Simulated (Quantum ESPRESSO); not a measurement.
Mo: phonons at H under several settings

```
Mo
1.0
    -1.58381    1.58381    1.58381
     1.58381   -1.58381    1.58381
     1.58381    1.58381   -1.58381
Mo
1
Direct
  0.00000 0.00000 0.00000
```

All runs used Quantum ESPRESSO 7.5; potentials GBRV 1.5 PBEsol; k mesh 10 × 10 × 10; no spin polarisation; cutoff 612 eV; occupations cold, width 0.2 eV.

```csv
level,geometry,volume (Å³/atom),pressure (GPa),frequencies (cm⁻¹)
PBEsol,relaxed at 0 GPa,15.25,0.0,25i 25i 25i
PBEsol,relaxed at 10 GPa,14.75,10.0,21 21 21
PBEsol,relaxed at 25 GPa,?,24.9,?
PBEsol,relaxed at 50 GPa,13.33,49.8,107 107 107
PBEsol,relaxed at 80 GPa,12.60,79.6,152 152 152
```

**Question.** What stands in the row left open?

**Answer.** Volume 14.13 Å³/atom; frequencies 57 57 57 cm⁻¹.

Values marked i are imaginary: the cell is unstable against those modes at that level, or the meshes are too thin.

Caveats: the mesh is thin for the phonons of a metal; the cell is more than 3 GPa from zero pressure, which shifts response properties (some runs); the volume moved by over 15 % at a fixed basis, so the end points are rough (some runs); some modes are imaginary (some runs).

For the row left open. Caveat: the mesh is thin for the phonons of a metal; the cell is more than 3 GPa from zero pressure, which shifts response properties.
